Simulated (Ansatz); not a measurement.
## ZnO: a film clamped to a substrate

Method: Ansatz, DFT r2SCAN, scalar-relativistic, plane waves, PAW. Cutoff 500 eV, Γ-centred 12×12×6 k-points, Gaussian smearing of 0.05 eV. No spin polarisation. Energies are free energies at this smearing, counted from the undisturbed cell; pressure is positive in compression.

Zero of the scan (relaxed at this level):

```xyz
4
Lattice="3.2352 0.0000 0.0000 -1.6176 2.8018 0.0000 0.0000 0.0000 5.2114" Properties=species:S:1:pos:R:3 pbc="T T T"
Zn    0.0000    1.8678    0.0064
Zn    1.6176    0.9339    2.6121
O     0.0000    1.8678    1.9848
O     1.6176    0.9339    4.5905
```

The cell (4 atoms, V0 = 47.24 Å³) is strained by p along both x and y and by q along z, fractional coordinates fixed. τp = (1/V0) ∂E/∂p = (σxx + σyy)(1 + p)(1 + q) and τq = (1/V0) ∂E/∂q = σzz(1 + p)², with tension positive.

```csv
p,q,ΔE (meV/atom),τp (GPa),τq (GPa)
0.000,0.000,0.00,0.00,0.00
-0.040,0.000,51.17,-37.04,-6.31
0.040,0.000,39.48,25.08,5.29
0.000,-0.040,20.41,-6.16,-14.78
0.000,0.040,15.78,5.35,10.05
```

Task: Get the second derivatives of the energy density.

Result: Central differences give A = ∂τp/∂p = 777 GPa (C11 + C22 + 2 C12), C = ∂τq/∂q = 310 GPa (C33) and the cross term B = ∂τq/∂p = 145 GPa (C13 + C23); ∂τp/∂q = 144 GPa must equal B, and any difference shows higher-order terms. Steps this large leave an error of some per cent of A or C in all of these, which can swamp a small B. The ions are clamped.

Task: A film of this crystal grows with z along the normal on a substrate that imposes p. How does its thickness respond, and what does the misfit cost?

Result: Count p and q from the stress-free cell. A free surface needs τq = 0, so q = −(B/C) p = -0.47 p. The energy density left is (A − B²/C) p²/2 = M p², with the biaxial modulus M = 354 GPa; a misfit of 1 % costs 2.61 meV/atom, against 2.86 meV/atom if the thickness were held.

At p = -0.080 the energies along q are 423.5 (q = -0.080), 299.5 (q = -0.040), 234.5 (q = 0.000), 210.6 (q = 0.040), 215.1 (q = 0.080) meV/atom.

Task: Does the linear rule hold at this misfit?

Result: A parabola through the lowest point and its neighbours has its minimum at q = 0.054, 209.0 meV/atom. With the stress left in the starting cell, τp0 and τq0, linear elasticity gives q = −(τq0 + Bp)/C = 0.037 and E = V0(τp0 p + τq0 q + Ap²/2 + Bpq + Cq²/2)/N = 167.2 meV/atom. The energies differ by more than a tenth, so the quadratic law fails here: the gap holds the anharmonic part, with some error from the wide steps. Cubic terms also shift the vertex of so wide a parabola.

Forces appear on the atoms along this scan, and letting them relax would lower the energy and soften the response.

Compressing the basal plane makes the film thicken, but by much less than constant volume would require. Compression also costs more than equal extension along either direction, as expected when short-range repulsion between the closed shells rises steeply while the attraction weakens with distance. This asymmetry explains why the energy at p = -0.080 lies above the harmonic estimate, 209.0 against 167.2 meV/atom.

The thickness response of -0.47 p is well below what the measured elastic constants of wurtzite ZnO imply, and the probable cause is the frozen internal parameter. In the real crystal the zinc and oxygen sublattices shift against each other along the polar axis, trading bond stretching for softer bond-angle bending. In-plane and axial strain drive this shift in opposite senses, so it lowers C33 but raises C13, and both changes strengthen the thickness response. The ratio B/C is therefore a clamped-lattice quantity, not a prediction for a real film. The breakdown of the quadratic law is shown only for compressive misfit, and its size under tension can't be inferred from it.
